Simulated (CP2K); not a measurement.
BN:

```xyz
2
Lattice="4.1121 0.0000 0.0000 1.1410 2.2263 0.0000 2.9711 -0.8190 2.0702" Properties=species:S:1:pos:R:3 pbc="T T T"
N     4.4924    1.2112    0.6901
B     2.9712   -0.8189    2.0701
```

Measurements of this composition are mostly on another form, of space group No. 194.

Program: CP2K 2026.2. Alike in all runs: task band structure; no spin polarisation; cell as given; k mesh 13 × 13 × 13.

Q: Order these runs on this cell by their pressure, lowest first.
A. level r2SCAN; potentials or basis POTENTIAL_UZH N GTH-SCAN-q5, B GTH-SCAN-q3; TZVP-MOLOPT-SCAN-GTH basis; smearing fermi-dirac 0.0259 eV; EPS_DEFAULT 1.0E-9; NGRIDS 5; points a segment of the path (NPOINTS) 10; bands added on the path 2; CUTOFF of the grids 675 Ry
B. level PBEsol; potentials or basis POTENTIAL_UZH N GTH-PBE-q5, B GTH-PBE-q3; TZVP-MOLOPT-PBE-GTH basis; smearing fermi-dirac 0.05 eV; EPS_DEFAULT 1.0E-10; NGRIDS 4; points a segment of the path (NPOINTS) 6; bands added on the path 6; CUTOFF of the grids 450 Ry
C. level LDA; potentials or basis GTH_POTENTIALS N GTH-PADE-q5, B GTH-PADE-q3; TZVP-MOLOPT-PBE-GTH basis; smearing fermi-dirac 0.05 eV; EPS_DEFAULT 1.0E-10; NGRIDS 4; points a segment of the path (NPOINTS) 10; bands added on the path 4; CUTOFF of the grids 450 Ry

A: C (-4.4 GPa), A (-0.9 GPa), B (2.5 GPa).

Caveats: the basis of atomic orbitals isn't converged, which shifts pressures, moduli and gaps; the potentials were made for another functional, which shifts forces and pressure (some runs).
